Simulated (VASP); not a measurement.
# SiNi2 (P6_3/mmc) in VASP: a run that goes wrong, beside a sound one

A flawed run on SiNi2 and a sound one for comparison.

Program: VASP 6.6.1. These are calculated values, not measurements. Logs are shortened: lines on timing, memory, paths and dates and some standing lists are left out, and cuts for length are marked.

### 1 The structure

Symmetry: P6_3/mmc, No. 194, hexagonal system. Conventional cell: a = 3.836 Å, b = 3.836 Å, c = 4.948 Å, α = 90.00°, β = 90.00°, γ = 120.00°. Around Ni (site symmetry -6m2) lie 5 Si at 2.21 to 2.47 Å and 6 Ni at 2.54 Å. Around Ni (site symmetry -3m) lie 8 Ni at 2.47 to 2.54 Å and 6 Si at 2.54 Å. Si (site symmetry -6m2) has 11 Ni at 2.21 to 2.54 Å as nearest neighbours.

### 2 A run with an altered input

INCAR

```
PREC = Low
ENCUT = 250
EDIFF = 1E-6
ISMEAR = -1
SIGMA = 0.05
LREAL = False
LASPH = True
NELM = 90
ALGO = Normal
ISIF = 3
LWAVE = False
LCHARG = False
ISPIN = 2
MAGMOM = 1 1 1 1 0 0
LORBIT = 11
LMAXMIX = 4
GGA = PS
IBRION = 2
NSW = 30
EDIFFG = -0.01
```

KPOINTS

```
Automatic mesh
0
Gamma
  6 6 5
```

POSCAR

```
SiNi2
1.0
    3.8360000000      0.0000000000      0.0000000000
   -1.9180000000      3.3220734489      0.0000000000
    0.0000000000      0.0000000000      4.9480000000
Ni Si
4 2
Direct
    0.6666666667      0.3333333333      0.7500000000
    0.3333333333      0.6666666667      0.2500000000
    0.0000000000      0.0000000000      0.5000000000
    0.0000000000      0.0000000000      0.0000000000
    0.6666666667      0.3333333333      0.2500000000
    0.3333333333      0.6666666667      0.7500000000
```

Potentials or basis: VASP PAW PBE potentials, release 64 (Ni, Si).

On the command line:

```
> cat potpaw_PBE.64/Ni/POTCAR potpaw_PBE.64/Si/POTCAR > POTCAR
> mpirun -np 1 vasp_std > vasp.out
```

OUTCAR:

```text
PREC = Low
   ENCUT = 250
   EDIFF = 1E-6
   ISMEAR = -1
   LREAL = False
   LASPH = True
   NELM = 90
   ISIF = 3
   ISPIN = 2
   LORBIT = 11
   GGA = PS
   IBRION = 2
   NSW = 30
   EDIFFG = -0.01

[... 1833 lines left out ...]
  energy  without entropy=      -39.4770884904  energy(sigma->0) =      -39.48869980

 reached required accuracy - stopping structural energy minimisation

 total charge

# of ion       s       p       d       tot
------------------------------------------
    1        0.541   0.676   8.572   9.788
    2        0.541   0.676   8.572   9.788
    3        0.457   0.599   8.477   9.534
    4        0.457   0.599   8.477   9.534
    5        0.727   0.913   0.000   1.639
    6        0.727   0.913   0.000   1.639
--------------------------------------------------
tot          3.449   4.376  34.098  41.922

 magnetization (x)

# of ion       s       p       d       tot
------------------------------------------
    1        0.000  -0.000  -0.000  -0.000
    2        0.000  -0.000  -0.000  -0.000
    3        0.000   0.000  -0.000  -0.000
    4        0.000   0.000  -0.000  -0.000
    5       -0.000   0.000   0.000   0.000
    6       -0.000   0.000   0.000   0.000
--------------------------------------------------
tot          0.000   0.000  -0.000  -0.000
```

OSZICAR:

```text
N       E                     dE             d eps       ncg     rms          rms(c)
DAV:   1     0.202995322795E+03    0.20300E+03   -0.13124E+04  2560   0.112E+03
[... 54 lines left out ...]
DAV:   2    -0.395011188769E+02    0.89664E-04   -0.35387E-03  2940   0.126E+00    0.260E-01
DAV:   3    -0.395007007034E+02    0.41817E-03   -0.31463E-03  3116   0.153E+00    0.160E-01
DAV:   4    -0.395004207795E+02    0.27992E-03   -0.87730E-04  3256   0.719E-01    0.641E-02
DAV:   5    -0.395003185315E+02    0.10225E-03   -0.17811E-04  3234   0.183E-01    0.161E-02
DAV:   6    -0.395003134904E+02    0.50412E-05   -0.25413E-05  2782   0.558E-02    0.805E-03
DAV:   7    -0.395003121056E+02    0.13848E-05   -0.10988E-06  1338   0.127E-02    0.653E-03
DAV:   8    -0.395003111079E+02    0.99773E-06   -0.93826E-07  1296   0.128E-02
   5 F= -.39500311E+02 E0= -.39488700E+02  d E =-.397424E-02  mag=    -0.0000
```

CONTCAR:

```text
SiNi2
   1.00000000000000
     3.8309173460541111   -0.0000000000000000    0.0000000000000000
    -1.9154586730270555    3.3176717414642845   -0.0000000000000000
     0.0000000000000000   -0.0000000000000000    4.8697275282625867
  Ni              Si
     4     2
Direct
     0.6666666667000030    0.3333333332999970    0.7500000000000000
     0.3333333332999970    0.6666666667000030    0.2500000000000000
     0.0000000000000000    0.0000000000000000    0.5000000000000000
     0.0000000000000000    0.0000000000000000    1.0000000000000000
     0.6666666667000030    0.3333333332999970    0.2500000000000000
     0.3333333332999970    0.6666666667000030    0.7500000000000000

  0.00000000E+00  0.00000000E+00  0.00000000E+00
  0.00000000E+00  0.00000000E+00  0.00000000E+00
  0.00000000E+00  0.00000000E+00  0.00000000E+00
  0.00000000E+00  0.00000000E+00  0.00000000E+00
  0.00000000E+00  0.00000000E+00  0.00000000E+00
  0.00000000E+00  0.00000000E+00  0.00000000E+00
```

Run time: 59 s. Hardware: 1 thread of AMD EPYC 9R45 (Zen 5), shared host; peak memory 0.09 GiB.

The calculation finished and met its thresholds. What is wrong with the input: cell relaxed at a low cutoff (ENCUT = 250; PREC = Low). The program ran through all the same, so the numbers look like a result but aren't the crystal's properties.

### 3 Relaxation of cell and atoms, PBEsol, collinear spin, ferromagnetic start

INCAR

```
SYSTEM = SiNi2
ALGO = Normal
EDIFF = 1E-6
EDIFFG = -0.01
ENCUT = 600
GGA = PS
IBRION = 2
ISIF = 3
ISMEAR = -1
ISPIN = 2
LASPH = .TRUE.
LCHARG = .FALSE.
LMAXMIX = 4
LORBIT = 11
LREAL = .FALSE.
LWAVE = .FALSE.
MAGMOM = 1 1 1 1 0 0
NELM = 150
NSW = 60
PREC = Accurate
SIGMA = 0.05
```

KPOINTS

```
k-points
0
G
  6 6 5
  0 0 0
```

POSCAR is that of step 2.

Potentials or basis: VASP PAW PBE potentials, release 64 (Ni, Si).

On the command line:

```
> cat potpaw_PBE.64/Ni/POTCAR potpaw_PBE.64/Si/POTCAR > POTCAR
> mpirun -np 1 vasp_std > vasp.out
```

It took 2.9 min on 1 thread of AMD EPYC 9R45 (Zen 5), shared host; peak memory 0.24 GiB.

It converged, with:

```yaml
Free_energy: -39.5914 eV
Relaxed_volume: 10.62 Å³/atom
Relaxed_cell: a = 3.870 Å, b = 3.870 Å, c = 4.914 Å, α = 90.00°, β = 90.00°, γ = 120.00°
Space_group_after_relaxing_to_0.05_Å: P6_3/mmc (No. 194)
Energy_gained_by_relaxing: 2.7 meV/atom
Ionic_steps: 4
Pressure_after_relaxing: 0.0 GPa
Band_gap_on_the_k_mesh: none (metal or under the smearing width)
Net_moment: 0.00 μB per cell
Valence_electrons_inside_the_program's_atomic_spheres: Ni 9.71, 9.46; Si 1.60
```

The path:
| step | energy change (eV) | largest force (eV/Å) | pressure (GPa) | volume (Å³) |
| --- | --- | --- | --- | --- |
| 1 | 0.0000 | 0.0000 | 3.05 | 63.05 |
| 2 | -0.0018 | 0.0000 | -4.00 | 64.89 |
| 3 | -0.0136 | 0.0000 | -0.82 | 63.99 |
| 4 | -0.0163 | 0.0000 | 0.03 | 63.75 |

Final structure:
```
CELL_PARAMETERS angstrom
3.87019 0.00000 0.00000
-1.93509 3.35168 0.00000
0.00000 0.00000 4.91428
ATOMIC_POSITIONS crystal
Ni 0.66667 0.33333 0.75000
Ni 0.33333 0.66667 0.25000
Ni 0.00000 0.00000 0.50000
Ni 0.00000 0.00000 0.00000
Si 0.66667 0.33333 0.25000
Si 0.33333 0.66667 0.75000
```

Levels at points of the mesh, in eV from the Fermi level:
Spin up:
```csv
k point,band 20,band 21,band 22,band 23,band 24,band 25,band 26,band 27,band 28,band 29
"(0.00, 0.00, 0.00)",-1.26,-0.61,-0.61,0.17,2.78,2.78,2.78,2.91,2.91,3.34
"(0.50, 0.00, 0.00)",-1.50,-1.33,-1.21,-1.01,-0.67,-0.53,1.25,1.90,3.04,3.81
```
Spin down:
```tsv
k point	band 22	band 23	band 24	band 25	band 26	band 27
(0.00, 0.00, 0.00)	-0.61	0.17	2.78	2.78	2.78	2.91
(0.50, 0.00, 0.00)	-1.21	-1.01	-0.67	-0.53	1.25	1.90
```

Caveat: the PAW data sets were made with another functional, which shifts forces and pressure a little.
